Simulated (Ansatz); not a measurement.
**(001) slab of rocksalt AgCl, 24.5 Å thick as cut, bare faces**

Ansatz, PAW, plane waves, no spin–orbit coupling unless named; atoms relaxed with PBEsol, the curve by HSE06. The curve holds the local part of the PAW potentials, so its shape inside matter depends on the files.

```yaml
crystal:
  lattice:
    - [2.72387, 2.72387, 0.00000]
    - [-2.72387, 2.72387, 0.00000]
    - [0.00000, 0.00000, 37.51487]
  atoms:
    - { symbol: Cl, position: [0.50165, 0.49755, 0.17122] }
    - { symbol: Cl, position: [0.50158, 0.50362, 0.31807] }
    - { symbol: Cl, position: [0.49935, 0.50172, 0.46353] }
    - { symbol: Cl, position: [0.50040, 0.49753, 0.60861] }
    - { symbol: Cl, position: [0.49845, 0.50204, 0.75297] }
    - { symbol: Cl, position: [0.99890, 0.00214, 0.24708] }
    - { symbol: Cl, position: [0.00126, 0.00224, 0.39147] }
    - { symbol: Cl, position: [0.99924, 0.99958, 0.53651] }
    - { symbol: Cl, position: [0.00004, 0.99925, 0.68200] }
    - { symbol: Cl, position: [0.99872, 0.00162, 0.82885] }
    - { symbol: Ag, position: [0.00209, 0.99628, 0.17592] }
    - { symbol: Ag, position: [0.00136, 0.00347, 0.31941] }
    - { symbol: Ag, position: [0.99844, 0.00255, 0.46408] }
    - { symbol: Ag, position: [0.99995, 0.99752, 0.60934] }
    - { symbol: Ag, position: [0.99791, 0.00238, 0.75596] }
    - { symbol: Ag, position: [0.49857, 0.50134, 0.24421] }
    - { symbol: Ag, position: [0.50073, 0.50232, 0.39075] }
    - { symbol: Ag, position: [0.49865, 0.50001, 0.53605] }
    - { symbol: Ag, position: [0.50004, 0.49905, 0.68071] }
    - { symbol: Ag, position: [0.49839, 0.50171, 0.82411] }
```

Planar mean of the electrostatic potential energy along the normal, from the vacuum level:

z (Å), v (eV) and a bar:
```
     0.00       0.00 ##############################
     0.29       0.00 ##############################
     0.73       0.00 ##############################
     1.03       0.00 ##############################
     1.32       0.00 ##############################
     1.61       0.00 ##############################
     2.05       0.00 ##############################
     2.34       0.00 ##############################
     2.64       0.00 ##############################
     3.08       0.01 ##############################
     3.37       0.00 ##############################
     3.66       0.00 ##############################
     4.10      -0.02 ##############################
     4.40      -0.06 ##############################
     4.69      -0.16 ##############################
     4.98      -0.41 #############################
     5.42      -1.77 ###########################
     5.72      -4.95 #####################
     6.01     -10.53 ##########
     6.45     -15.54 
     6.74     -14.29 ###
     7.03      -9.86 ###########
     7.47      -3.46 #######################
     7.77      -1.94 ##########################
     8.06      -2.16 ##########################
     8.35      -4.41 ######################
     8.79     -11.76 ########
     9.09     -15.25 #
     9.38     -15.13 #
     9.82      -8.64 #############
    10.11      -3.60 #######################
    10.40      -1.65 ###########################
    10.84      -1.90 ##########################
    11.14      -4.57 #####################
    11.43      -9.96 ###########
    11.72     -14.42 ##
    12.16     -14.64 ##
    12.46     -10.40 ##########
    12.75      -5.12 ####################
    13.19      -1.71 ###########################
    13.48      -1.80 ###########################
    13.77      -3.73 #######################
    14.07      -8.46 ##############
    14.51     -15.05 #
    14.80     -15.31 #
    15.09     -11.89 #######
    15.53      -4.07 ######################
    15.83      -1.82 ###########################
    16.12      -1.52 ###########################
    16.56      -4.35 ######################
    16.85      -9.59 ############
    17.15     -14.23 ###
    17.44     -15.63 
    17.88     -10.82 #########
    18.17      -5.42 ####################
    18.46      -2.29 ##########################
    18.90      -1.72 ###########################
    19.20      -3.43 #######################
    19.49      -8.00 ###############
    19.93     -14.85 ##
    20.22     -15.43 #
    20.52     -12.26 #######
    20.81      -6.83 #################
    21.25      -1.91 ##########################
    21.54      -1.51 ###########################
    21.83      -2.57 #########################
    22.27      -9.15 #############
    22.57     -13.98 ###
    22.86     -15.68 
    23.30     -11.27 ########
    23.59      -5.85 ###################
    23.89      -2.47 #########################
    24.18      -1.60 ###########################
    24.62      -3.27 ########################
    24.91      -7.57 ################
    25.21     -12.82 #####
    25.64     -15.49 
    25.94     -12.58 ######
    26.23      -7.20 ################
    26.52      -2.88 ########################
    26.96      -1.40 ###########################
    27.26      -2.29 ##########################
    27.55      -5.78 ###################
    27.99     -13.61 ####
    28.28     -15.69 
    28.58     -13.96 ###
    29.02      -6.60 #################
    29.31      -3.03 ########################
    29.60      -1.91 ##########################
    29.89      -2.43 #########################
    30.33      -7.25 ################
    30.63     -12.35 ######
    30.92     -15.39 #
    31.36     -13.02 #####
    31.65      -7.76 ###############
    31.95      -2.96 ########################
    32.39      -0.70 #############################
    32.68      -0.27 #############################
    32.97      -0.11 ##############################
    33.27      -0.05 ##############################
    33.70      -0.02 ##############################
    34.00      -0.01 ##############################
    34.29      -0.01 ##############################
    34.73      -0.01 ##############################
    35.02      -0.01 ##############################
    35.32       0.00 ##############################
    35.76       0.00 ##############################
    36.05       0.00 ##############################
    36.34       0.00 ##############################
    36.64       0.00 ##############################
    37.08       0.00 ##############################
    37.37       0.00 ##############################
```

Problem. How far below the vacuum level do the top filled and the lowest empty level lie, by each functional?

Solution. PBEsol: 5.32 and 4.55 eV (gap 0.78 eV, a 6×6×1 mesh); HSE06: 6.14 and 3.71 eV (gap 2.43 eV, a 4×4×1 mesh). Either level can be a surface state and not a band edge of the crystal.
